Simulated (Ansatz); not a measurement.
# Cobalt, fcc under PBE: structure, energy and stiffness

Aim: take cobalt in the fcc structure, relax it, solve it on a dense k-mesh, switch on spin-orbit coupling, then scale the cell to 7 volumes from 88 to 112 % of the relaxed one and try a fit of the equation of state. The start is antiferromagnetic (type I, layers along [001]). The k-meshes are 12×12×9 for the relaxation; 21×21×15 for the dense run; 13×13×9 for spin-orbit coupling; 14×14×10 for the volumes.

Method: DFT PBE, plane waves (420 eV) with PAW, scalar-relativistic, in Ansatz 0.2.0.

### 1 The structure to begin with

The structure is cubic, space group Fm-3m (No. 225). Conventional cell: a = 3.538 Å, b = 3.538 Å, c = 3.538 Å, α = 90.00°, β = 90.00°, γ = 90.00°. Co (site symmetry m-3m) has 12 Co at 2.50 Å as nearest neighbours.

Structure file:

```
CELL_PARAMETERS angstrom
2.50189 0.00000 0.00000
0.00000 2.50189 0.00000
0.00000 0.00000 3.53820
ATOMIC_POSITIONS crystal
Co 0.00000 0.00000 0.00000
Co 0.50000 0.50000 0.50000
```

The atoms start with moments of +1.7, -1.7 μB.

### 2 Relaxation of the cell

input.yaml reads:

```yaml
crystal:
  lattice:
    - [2.5018880127, 0.0, 0.0]
    - [0.0, 2.5018880127, 0.0]
    - [0.0, 0.0, 3.5382039592]
  atoms:
    - { symbol: Co, position: [0.0, 0.0, 0.0], spin: 1.7 }
    - { symbol: Co, position: [0.5, 0.5, 0.5], spin: -1.7 }
hamiltonian:
  xc: pbe
  pseudopotentials:
    kind: paw
    azcp:
      Co: "pseudopotentials/Co.paw.azcp"
basis:
  ecutwfc: 420
  fft_grid_basis: typed
kpoints:
  mp_grid: { grid: [12, 12, 9], shift: [0, 0, 0] }
magnetization:
  spin_polarized: true
scf:
  occupations: { method: fermi_dirac, width: 0.05 }
relax:
  max_steps: 60
  f_tol: 0.01
  cell: {}
output:
  write_density: true
  write_potential: true
  elf: true
  volumetric_format: npy
```

Command:

```bash
> ansatz run input.yaml --threads 1 --pin off --max-ram 3584MiB --backend cpu --events-out ev --progress --plain --runs-dir out
```

The runs that follow: Single point on a dense mesh; Spin-orbit coupling switched on; Equation of state: 88 %; Equation of state: 92 %; Equation of state: 96 %; Equation of state: 100 %; Equation of state: 104 %; Equation of state: 108 %; Equation of state: 112 %.

What does the calculation give? Wanted: space group; conventional cell; volume; shortest distance; gap on the mesh; magnetic state; relative to hcp, ferromagnetic; magnetic state with spin-orbit coupling; V₀, B₀, B₀′.

**Answer**, as computed:

| quantity | value |
| --- | --- |
| space group (spins left aside) | Fm-3m (No. 225) |
| conventional cell | a = 3.454 Å |
| volume | 10.306 Å³/atom |
| shortest distance | 2.442 Å |
| gap on the mesh | none (levels filled in part) |
| magnetic state | ferromagnetic, up to 1.67 μB per atom |
| relative to hcp, ferromagnetic | +41 meV/atom |
| magnetic state with spin-orbit coupling | ferromagnetic, up to 1.63 μB per atom |
| V₀, B₀, B₀′ | 10.913 Å³/atom, 205 GPa, 5.1 |

In words: From the guessed start the volume shrank by 6.9 % in 6 steps. Against the reference form of cobalt (hcp, ferromagnetic, computed apart with the same settings) it stands 41 meV/atom higher. The final state is ferromagnetic (largest moment 1.67 μB). That is not the order it started in. No gap shows: it is a metal or semimetal at this level. In the spin-orbit run the largest spin moment goes from 1.67 to 1.63 μB; mesh and site projection of the two kinds of run can differ, so the change can't be laid on spin-orbit coupling. Totals with and without spin-orbit coupling (-0.25 eV/atom apart) can't be read as binding, since the two-component data shift the zero of energy. The fitted modulus is 205 GPa. Relaxation kept the symmetry; phonons were not checked.
